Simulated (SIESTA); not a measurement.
## Ir under changes of volume

One of the cells (14.059 Å³/atom); the others are scaled copies at fixed shape and fractional positions:

```xyz
1
Lattice="0.0000 1.9156 1.9156 1.9156 0.0000 1.9156 1.9156 1.9156 0.0000" Properties=species:S:1:pos:R:3 pbc="T T T"
Ir    0.0000    0.0000    0.0000
```

- Program: SIESTA 5.4.2
- Functional: PBEsol
- Potentials or basis: PseudoDojo 0.4 standard (PBE files)
- Basis: DZP (energy shift 0.003 Ry; two zetas on semicore shells)
- Grid cutoff: 800 Ry
- Energy shift: 0.003 Ry
- k mesh: 12 × 12 × 12
- Occupations: fermi-dirac, width 0.05 eV
- Spin: no spin polarisation

| volume (Å³/atom) | energy over the lowest point (meV/atom) | pressure (GPa) |
| --- | --- | --- |
| 13.215 | 89.75 | 32.9 |
| 13.496 | 42.00 | 21.9 |
| 13.778 | 12.83 | 11.7 |
| 14.059 | 0.00 | 3.2 |
| 14.340 | 1.11 | -4.1 |
| 14.621 | ? | ? |
| 14.902 | 39.88 | -17.0 |

Question: What does the run at 14.621 Å³/atom give?

Answer: Energy over the lowest point 14.71 meV/atom; pressure -11.2 GPa.

Worked out: A Birch-Murnaghan fit of order 3 (a polynomial in V^(-2/3)) to the other rows has its minimum at 14.17 Å³/atom with B0 = V·E''(V) = 389 GPa and B' = 5.5. It gives 15.04 meV/atom at 14.621 Å³/atom, against the run's 14.71, and -dE/dV = -11.2 GPa, against -11.2.

Energies are extrapolated to zero smearing.

Caveats: the potentials were made for another functional, which shifts forces and pressure; short orbitals over semicore shells can move pressures by several GPa; the basis of atomic orbitals isn't converged, which shifts pressures, moduli and gaps.
